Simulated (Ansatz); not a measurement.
A: Ag (fcc, Cu type), a = b = c = 4.054 Å, α = β = γ = 90.00°
B: CaTiO₃ (cubic perovskite), a = b = c = 3.8410 Å, α = β = γ = 90.00°
C: CsPbI₃ (cubic perovskite), a = b = c = 6.2473 Å, α = β = γ = 90.00°

Scan: energy against volume (even scaling of the relaxed cell, symmetry kept). One method and one kind of scan serve all of them; meshes and ranges differ. All were relaxed with their symmetry unable to fall. CaTiO3 is run without spin polarisation. Spin-orbit coupling is left out. This is a high-temperature form of CaTiO3. This is a high-temperature form of CsPbI3.

Problem. Rank these by bulk modulus (fitted) (highest first), as PBEsol (plane waves to 420 eV, PAW, scalar-relativistic; Ansatz, a program for electronic structure) gives it.

Solution. B (190 GPa), A (118 GPa), C (17.4 GPa)

(A scan under strain: stresses follow from slopes of the energy per volume, elastic moduli from its curvatures.)
